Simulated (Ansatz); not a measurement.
This is a one-shot G0W0 calculation with Ansatz 0.2.0 on a 2-atom cell of GaN started from a crystallographic database; the level of theory is G0W0@HSE06 with 70 empty bands, a screening cutoff of 140 eV and a 6×6×6 mesh. The geometry is the r2SCAN minimum.

Input (YAML):
```yaml
crystal:
  lattice:
    - [0.0, 2.1085153661, 2.1085153661]
    - [2.1085153661, 0.0, 2.1085153661]
    - [2.1085153661, 2.1085153661, 0.0]
  atoms:
    - { symbol: Ga, position: [0.5, 0.5, 0.5] }
    - { symbol: "N", position: [0.0, 0.0, 0.0] }
kpoints:
  mp_grid: { grid: [6, 6, 6] }
hamiltonian:
  xc: hse06
scf:
  occupations: { method: fixed }
gw:
  n_empty_bands: 70
  ecut_chi: 140
  qp_bands: [v2, c2]
  qp_kpoints: band_edges
  screening: { model: contour_deformation }
```

Run as `ansatz run input.yaml --threads 2 --pin off --max-ram 3686MiB --backend cpu --events-out ev --progress --plain --runs-dir out`. Wall time 29 s on 2 threads of Arm Neoverse V2 (shared host); peak host memory 0.69 GiB.

Task: What does the program print?

Result: The output, standing remarks left out:
```
Functional definition: HSE06
Crystal: 2 atoms, lattice volume = 18.748 Å³
Basis set: ecut = 420 eV, 339 PW (Γ)
Bands: 13, of which v1, the nominal top of the filled ones, is band 9 counted from 1 (8 counted from 0)
Symmetry: 48 space group operations
Space group: Fm-3m (ITA 225)
k-points: 16 of 216
[warm-up without exact exchange]
SCF 1 stopped early in 4 iterations: F = -4166.937711 eV  dr2 = 8.12e-7
[exact exchange on]
Exchange kernel: α = 0.2500, screened, ω = 0.2079 Å⁻¹, Wigner–Seitz truncation, v(0) = 1038.5578 eV·Å³, q-mesh 6×6×6
preconditioner: auto → none  [insulator: Δε(μ)=1.804 eV  ℏωp=36.4 eV]
SCF 2 stopped early in 6 iterations: F = -4167.448423 eV  dr2 = 5.88e-6
hybrid outer 1: dexx = +1.016e-2 eV, tail = 3.61e-5 eV
SCF 3 converged in 2 iterations: F = -4167.448125 eV  dr2 = 7.66e-8
hybrid outer 2: dexx = +4.869e-7 eV, tail = 3.19e-7 eV, Δε = 4.35e-3 eV
Free energy (F): -4167.448125 eV
Fermi energy:    12.539901 eV
--- Per-component energies (eV) ---
  E_band       = 7.633871
  E_kinetic    = 248.011724
  E_local      = -1663.701244
  E_nonlocal   = 477.796784
  E_hartree    = 785.944305
  E_xc         = -103.421664
  E_vxc        = -107.157060
  E_exx        = -62.114703
  E_paw        = -2089.586510
  E_vpaw       = -394.978670
  E_ewald      = -1760.466788
  E_core_change = 0.090099
--- Band table (eV; the first three rows and the last of 16) ---
  k-point 0: bands = […, -3.8524, -3.8177, -3.8177, 12.0065, 12.0065, 12.0065, 16.1558, 28.6249]
  k-point 1: bands = […, -3.8680, -3.7958, -3.7958, 9.3459, 12.0596, 12.0596, 18.0753, 24.9008]
  k-point 2: bands = […, -3.8383, -3.6974, -3.6974, 5.5608, 12.2137, 12.2137, 18.8817, 23.8289]
  k-point 15: bands = […, -3.7229, -3.5849, -0.3080, 5.6890, 7.8418, 8.0088, 17.7005, 23.2079]
--- G₀W₀: contour deformation, 7 samples at zero and on the imaginary axis and 3 off it, 216 q-points, 70 empty bands' worth ---
    ik  band        ε_KS         Σx   Σc(E_QP)       V_xc       Z   E_QP_lin       E_QP  E_QP is
     0     8     12.0065   -21.5595     2.8578   -18.8407  0.7967    12.1454    12.1456  root
     0     9     12.0065   -21.5595     2.8578   -18.8407  0.7967    12.1454    12.1456  root
     0    10     16.1558   -13.4649    -4.0158   -17.8649  0.8242    16.5407    16.5400  root
     0    11     28.6249    -8.2343    -5.3705   -13.6746  0.8224    28.6946    28.6946  root
     1     8     12.0596   -21.9902     2.8742   -19.2458  0.7975    12.1893    12.1894  root
     1     9     12.0596   -21.9902     2.8742   -19.2458  0.7975    12.1893    12.1894  root
     1    10     18.0753   -13.0084    -4.2765   -17.6733  0.8165    18.4645    18.4636  root
     1    11     24.9008    -7.8001    -5.4982   -13.4089  0.8149    25.0115    25.0114  root
     2     8     12.2137   -22.8918     2.8999   -20.1066  0.7994    12.3284    12.3285  root
     2     9     12.2137   -22.8918     2.8999   -20.1066  0.7994    12.3284    12.3285  root
     2    10     18.8817   -10.0741    -4.5394   -14.8479  0.8293    19.1164    19.1160  root
     2    11     23.8289   -10.6602    -6.0610   -16.9955  0.7773    24.1039    24.1032  root
     3     8     12.3184   -23.3885     2.9123   -20.5864  0.8003    12.4285    12.4286  root
     3     9     12.3184   -23.3885     2.9123   -20.5864  0.8003    12.4285    12.4286  root
     3    10     18.5008    -8.9763    -4.4721   -13.6363  0.8366    18.6889    18.6887  root
     3    11     23.1837    -8.0556    -5.2120   -13.4186  0.8283    23.3348    23.3347  root
     5     8     10.9492   -21.7929     3.0736   -18.8012  0.7948    11.0309    11.0310  root
     5     9     11.0840   -22.2560     3.0174   -19.3119  0.7967    11.1573    11.1573  root
     5    10     19.4508   -11.7638    -4.7463   -16.8418  0.8173    19.7833    19.7824  root
     5    11     22.2630    -8.8498    -5.1870   -14.2270  0.8183    22.4535    22.4532  root
     6     8     10.2737   -22.3314     3.1466   -19.2216  0.7946    10.3105    10.3105  root
     6     9     11.3577   -22.4809     3.0080   -19.5484  0.7980    11.4332    11.4332  root
     6    10     19.3888    -9.9083    -4.7469   -14.8896  0.8302    19.6235    19.6230  root
     6    11     21.3414    -9.9672    -5.0238   -15.2628  0.8147    21.6137    21.6131  root
     7     8      9.6446   -21.8700     3.2782   -18.6291  0.7894     9.6819     9.6819  root
     7     9     12.1597   -23.0916     2.8989   -20.2932  0.8004    12.2601    12.2602  root
     7    10     20.2427    -8.7965    -4.8113   -13.7927  0.8306    20.4278    20.4275  root
     7    11     21.4951   -11.4217    -5.2741   -17.0235  0.8027    21.8237    21.8228  root
     8     8     10.2944   -21.4747     3.1841   -18.3551  0.7914    10.3588    10.3588  root
     8     9     12.5399   -22.8524     2.8257   -20.1596  0.7998    12.6727    12.6728  root
     8    10     19.8857   -12.2261    -4.7712   -17.3627  0.8076    20.2523    20.2512  root
     8    11     23.4690    -8.9566    -5.5891   -14.7132  0.8088    23.6367    23.6365  root
    10     8      8.1550   -20.8903     3.4235   -17.5055  0.7768     8.1936     8.1936  root
    10     9      9.8602   -21.2992     3.2272   -18.1286  0.7898     9.9168     9.9168  root
    10    10     16.4342   -11.3613    -4.2194   -15.8651  0.8366    16.7190    16.7185  root
    10    11     22.5079    -8.8510    -4.8770   -13.8896  0.8266    22.6697    22.6695  root
  […]
```
Iteration counts and the last digits belong to this one run.

The rows of the band table are 0: (0, 0, 0) = Γ, 1: (0, 0, 1/6), 2: (0, 0, 1/3), 15: (1/6, -1/2, -1/3).

The points are ik 0 = (0, 0, 0) (Γ), ik 1 = (0, 0, 1/6), ik 2 = (0, 0, 1/3), ik 3 = (0, 0, -1/2), ik 5 = (0, 1/6, 1/3), ik 6 = (0, 1/6, -1/2), ik 7 = (0, 1/6, -1/3), ik 8 = (0, 1/6, -1/6), ik 10 = (0, 1/3, -1/2), ik 12 = (0, -1/2, -1/2); band 9 is the last filled one.

G0W0 moves the gap on the mesh from 1.90 eV (HSE06) to 2.03 eV (k = (0, 1/6, -1/6) to k = (0, -1/2, -1/2)). Renormalisation factors Z lie between 0.78 and 0.84. G0W0 values are finite-basis, finite-mesh values.

The values are computed, spin-unpolarised, and not measurements.

With a shallow d shell on the cation, G0W0 converges slowly in bands and cutoff, so these values are in doubt.
